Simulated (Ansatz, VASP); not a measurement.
BeC3: VASP beside Ansatz

```
Be C
1.0
     2.99110    0.00000    0.00000
     0.00000    2.99110    0.00000
     0.00000    0.00000    2.99110
Be C
1 3
Direct
  0.00000 0.00000 0.00000
  0.00000 0.50000 0.50000
  0.50000 0.00000 0.50000
  0.50000 0.50000 0.00000
```

Alike in both runs: functional PBE; k mesh 6 × 6 × 6; occupations gaussian, width 0.1 eV; no spin polarisation.

Ansatz relaxed the structure, and its values are those at the end. VASP's run is a single point on that final structure, the one shown.

|  | VASP | Ansatz |
| --- | --- | --- |
| version | VASP 6.6.1 | Ansatz 0.2.0 |
| potentials or method | VASP PAW PBE potentials, release 64 (Be, C) | scalar-relativistic, plane waves, PAW |
| plane-wave cutoff (eV) | 520 | 420 |
| valence electrons in the cell | 14 | 14 |

```tsv
	VASP	Ansatz	Ansatz less VASP
gap on the k mesh at the Fermi level (eV)	none	none	-
pressure (GPa)	0.2	0.0	-0.22
```

A gap of «none» marks a metal or a gap that the smearing closes.
